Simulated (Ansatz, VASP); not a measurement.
## One calculation of Hf, two programs

The input INCAR:

```
SYSTEM = Hf
PREC = Accurate
ENCUT = 520
EDIFF = 1E-8
ISMEAR = -1
SIGMA = 0.03
LREAL = .FALSE.
LASPH = .TRUE.
NELM = 80
ALGO = Normal
ISIF = 2
LWAVE = .FALSE.
LCHARG = .FALSE.
GGA = CA
LEFG = .TRUE.
NBANDS = 11
```

KPOINTS

```
Automatic mesh
0
G
  13 13 13
  0 0 0
```

POSCAR

```
Hf
1.0
    0.0000000000      2.2273754695      2.2273754695
    2.2273754695      0.0000000000      2.2273754695
    2.2273754695      2.2273754695      0.0000000000
Hf
1
Direct
    0.0000000000      0.0000000000      0.0000000000
```

Input for Ansatz:

```yaml
crystal:
  lattice:
    - [0.0, 2.2273754695, 2.2273754695]
    - [2.2273754695, 0.0, 2.2273754695]
    - [2.2273754695, 2.2273754695, 0.0]
  atoms:
    - { symbol: Hf, position: [0.0, 0.0, 0.0] }
kpoints:
  mp_grid: { grid: [13, 13, 13] }
scf:
  occupations: { method: fermi_dirac, width: 0.03 }
hamiltonian:
  xc: lda
  pseudopotentials: { kind: paw }
output:
  forces: true
  stress: true
  eigenvalues: true
  efg: { contact_densities: true }
  write_density: true
  write_potential: true
  elf: true
  volumetric_format: npy
```

Change from the starting cell: volume scaled by 1.01, PAW files.

Alike in both runs: task electric field gradients; functional LDA; k mesh 13 × 13 × 13; occupations fermi-dirac, width 0.03 eV; no spin polarisation.

|  | VASP | Ansatz |
| --- | --- | --- |
| version | VASP 6.6.1 | Ansatz 0.2.0 |
| potentials or method | VASP PAW LDA potentials, release 64 (Hf_pv) | PAW with Ansatz's default frozen-core files, scalar-relativistic |
| plane-wave cutoff (eV) | 520 | 420 |
| valence electrons in the cell | 10 | 26 |

|  | VASP | Ansatz | Ansatz less VASP |
| --- | --- | --- | --- |
| pressure (GPa) | -6.5 | -6.5 | -0.01 |
| Vzz of the field gradient on the site that differs most (V/Å²) | 0.0 | 0.0 | 0.00 |

The two sets of potentials don't hold the same shells in valence. Ansatz warned: «gradients_without_spin_orbit».

Spin-orbit coupling is left out, which matters for the levels of Hf.
